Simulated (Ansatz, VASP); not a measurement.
# One calculation of TaN, two programs

```
Ta N
1.0
     0.00000    2.17900    2.17900
     2.17900    0.00000    2.17900
     2.17900    2.17900    0.00000
Ta N
1 1
Cartesian
  2.1790 2.1790 2.1790
  0.0000 0.0000 0.0000
```

Alike in both runs: task single point; functional PBE; k mesh 7 × 7 × 7; occupations gaussian, width 0.05 eV; collinear spin, random start.

|  | VASP | Ansatz |
| --- | --- | --- |
| version | VASP 6.6.1 | Ansatz 0.2.0 |
| potentials or method | VASP PAW PBE potentials, release 64 (Ta_pv, N) | Ansatz PAW |
| plane-wave cutoff (eV) | 520 | 420 |
| valence electrons in the cell | 16 | 18 |

Ansatz gave:

| Quantity | Value |
| --- | --- |
| gap on the k mesh at the Fermi level (eV) | none |
| pressure (GPa) | 14.3 |
| net moment per atom (μB) | 0.00 |

Q: What did VASP give for the same quantities?

A: gap on the k mesh at the Fermi level (eV): none; pressure (GPa): 15.3; net moment per atom (μB): 0.00.

A gap of «none» marks a metal or a gap that the smearing closes. The two sets of potentials don't hold the same shells in valence.

Caveats: so large a pressure means that the cell lies far from this level's equilibrium, or that cutoff or potentials fall short (VASP); the pressure holds a Pulay correction of +0.5 GPa for the finite cutoff (Ansatz); the starting moments weren't kept (Ansatz). Spin-orbit coupling is left out, which matters for the levels of Ta.
